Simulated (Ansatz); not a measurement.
Here is an unrelaxed guess for AgCl.

```
Ag Cl
1.0
     2.09350    1.20868    3.44446
    -2.09350    1.20868    3.44446
     0.00000   -2.41737    3.44446
Ag Cl
1 1
Direct
  0.24876 0.24876 0.24876
  0.00000 0.00000 0.00000
```

Computed with DFT PBE, scalar-relativistic, plane waves, PAW (Ansatz 0.2.0). Settings: cutoff 420 eV, Γ-centred mesh 6×6×6 on the computed 2-atom cell, Gaussian smearing of 0.10 eV; no spin polarisation.

Energies over the elements count from the elements' standard structures at the same level (Cl₂ as a molecule), with no fitted energy shifts.

Q: Estimate its pressure, forces and energy as it stands.

A: The pressure is 2.2 GPa (the mean over three directions, positive in compression), the largest force is 0.01 eV/Å, and the energy is −0.47 eV/atom against the elements. The shortest distance is 2.57 Å.

Q: Is it a good guess?

A: A fair one: relaxing gains under 0.03 eV/atom in 7 ionic steps and ends at −0.476 eV/atom on the finer mesh. The symmetry goes from R3m (No. 160) to F-43m (No. 216). The end has the zinc blende type. The volume per atom grows by 6.4 %, from 26.1 to 27.8 Å³. The shortest distance goes from 2.57 Å (Ag–Cl) to 2.62 Å (Ag–Cl). Conventional cell: a = 6.059 Å. Ag is surrounded by 4 Cl at 2.62 Å; Cl is surrounded by 4 Ag at 2.62 Å.

The last run used a 12×12×12 mesh for its 2-atom cell and Gaussian smearing of 0.02 eV. The end has R3m (No. 160) at a tolerance of 0.01 Å; the cell shown is made exact in the group found at 0.02 Å. The relaxation can't lower the symmetry of the start, and the grade says only how near the guess is to its own end. Symmetry constrained the relaxation, so the result can be a saddle point.
